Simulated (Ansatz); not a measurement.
# ZnSe: the cost of one run

Method: DFT PBEsol, scalar-relativistic, plane waves, PAW, in Ansatz 0.2.0.

4 further runs of the same task are left out: 1 that didn't finish, 3 set aside as unsound or not needed.

**1. The system as given**

It takes space group F-43m (No. 216, cubic). Conventional cell: a = 5.633 Å, b = 5.633 Å, c = 5.633 Å, α = 90.00°, β = 90.00°, γ = 90.00°. Zn (site symmetry -43m) is surrounded by 4 Se at 2.44 Å. Se (site symmetry -43m) is surrounded by 4 Zn at 2.44 Å.

Structure file:

```xyz
2
Lattice="0.0000 2.8166 2.8166 2.8166 0.0000 2.8166 2.8166 2.8166 0.0000" Properties=species:S:1:pos:R:3 pbc="T T T"
Zn    0.0000    0.0000    0.0000
Se    4.2249    4.2249    4.2249
```

It is the result of an earlier relaxation at this level (volume 22.34 Å³/atom; gap on the mesh: 1.24 eV).

**2. The cell under 12 GPa**

At a set pressure the run lowers the enthalpy E + PV, so the energy alone may rise along the way.

The input, input.yaml:

```yaml
crystal:
  lattice:
    - [0.0, 2.8166002289, 2.8166002289]
    - [2.8166002289, 0.0, 2.8166002289]
    - [2.8166002289, 2.8166002289, 0.0]
  atoms:
    - { symbol: Zn, position: [0.0, 0.0, 0.0] }
    - { symbol: Se, position: [0.75, 0.75, 0.75] }
basis:
  ecutwfc: 420
kpoints:
  mp_grid: { grid: [8, 8, 8] }
hamiltonian:
  xc: pbesol
scf:
  occupations: { method: fixed }
output:
  forces: true
  stress: true
  eigenvalues: true
relax:
  adjacent_minimum: "off"
  f_tol: 0.001
  max_steps: 60
  cell: { stress_tol: 0.02, p_target: 12.0 }
```

Command:

```sh
$ ansatz run input.yaml --threads 1 --pin off --max-ram 3072MiB --backend cpu --events-out ev --progress --plain --runs-dir out
```

What time and memory should one allow on 1 thread of Intel Xeon at 2.50GHz (Skylake/Cascade Lake), shared host?

About 32 s, with a peak of 0.36 GiB.
